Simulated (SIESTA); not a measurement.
**BP under changes of volume**

One of the cells (11.682 Å³/atom); the others are scaled copies at fixed shape and fractional positions:

```
CELL_PARAMETERS angstrom
0.00000 2.26900 2.26900
2.26900 0.00000 2.26900
2.26900 2.26900 0.00000
ATOMIC_POSITIONS crystal
P 0.75000 0.75000 0.75000
B 0.00000 0.00000 0.00000
```

| Item | Value |
| --- | --- |
| Program | SIESTA 5.4.2 |
| Functional | PBE |
| Potentials or basis | SG15 1.2 NC or PseudoDojo by element (PBE files) |
| Basis | DZP (energy shift 0.002 Ry) |
| Grid cutoff | 500 Ry |
| Energy shift | 0.002 Ry |
| k mesh | 10 × 10 × 10 |
| Occupations | fermi-dirac, width 0.05 eV |
| Spin | no spin polarisation |

| volume (Å³/atom) | energy over the lowest point (meV/atom) | pressure (GPa) | gap on the mesh (eV) |
| --- | --- | --- | --- |
| 10.981 | 43.78 | 15.5 | 1.24 |
| 11.214 | 24.42 | 11.2 | 1.26 |
| 11.448 | 10.91 | 7.3 | 1.28 |
| 11.682 | ? | ? | ? |
| 11.915 | 0.00 | 0.5 | 1.33 |
| 12.149 | 1.40 | -2.4 | 1.35 |
| 12.383 | 6.87 | -5.1 | 1.37 |

Q: What does the run at 11.682 Å³/atom give?

A: Energy over the lowest point 2.93 meV/atom; pressure 3.7 GPa; gap on the mesh 1.31 eV.

Worked out: A Birch-Murnaghan fit of order 3 (a polynomial in V^(-2/3)) to the other rows has its minimum at 11.95 Å³/atom with B0 = V·E''(V) = 153 GPa and B' = 4.2. It gives 2.99 meV/atom at 11.682 Å³/atom, against the run's 2.93, and -dE/dV = 3.7 GPa, against 3.7. A straight line through the other rows of the gap, of slope 1.11 eV per unit of ln V, gives 1.31 eV, against the run's 1.31.

Energies are extrapolated to zero smearing.

Caveats: the basis of atomic orbitals isn't converged, which shifts pressures, moduli and gaps.

A mesh can miss the band edges.
